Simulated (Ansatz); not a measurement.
BeTe built on the h-MgO prototype (no longer in that coordination) was relaxed with 4 functionals in the PAW code Ansatz, cell and atoms free, the symmetry of the start kept (meshes: PBE 6×6×6, r2SCAN 6×6×4, PBEsol 6×6×4, LDA 6×6×4). No spin polarisation. The prototype was imposed, so other structures may be more stable.

The LDA result:
```
Be Te
1.0
     3.99649    0.00000    0.00000
    -1.99824    3.46106    0.00000
     0.00000    0.00000    6.99085
Be Te
2 2
Direct
  0.33333 0.66667 0.25000
  0.66667 0.33333 0.75000
  0.66667 0.33333 0.25000
  0.33333 0.66667 0.75000
```

The symmetry is P6_3/mmc (No. 194, hexagonal); conventional cell a = 3.996 Å, c = 6.991 Å, 24.17 Å³ an atom. Be is surrounded by 3 Te at 2.31 Å; Te is surrounded by 3 Be at 2.31 Å.

**Question.** Order the functionals by the relaxed volume, smallest first.
A. LDA
B. PBEsol
C. r2SCAN
D. PBE

**Answer.** A (24.17 Å³/atom), B (24.99 Å³/atom), C (28.65 Å³/atom), D (30.84 Å³/atom).

**Question.** How does the cell change with PBEsol?

**Answer.** a = 4.030 Å, c = 7.105 Å; the volume differs by +3.4 % from LDA's. Be is surrounded by 3 Te at 2.33 Å; Te is surrounded by 3 Be at 2.33 Å.

**Question.** What lattice does r2SCAN give?

**Answer.** a = 4.031 Å, c = 8.144 Å; the volume differs by +18.5 % from LDA's. Be has 3 Te at 2.33 Å; Te has 3 Be at 2.33 Å.

**Question.** Held at the r2SCAN cell, what mean stress do LDA and PBE find, and does its sign point to their own minimum?

**Answer.** Yes. LDA -2.16 GPa, and its relaxed volume is -15.6 % from r2SCAN's; PBE +0.29 GPa, and its relaxed volume is +7.6 % from r2SCAN's. Compression counts positive, so a positive stress asks for a larger cell.
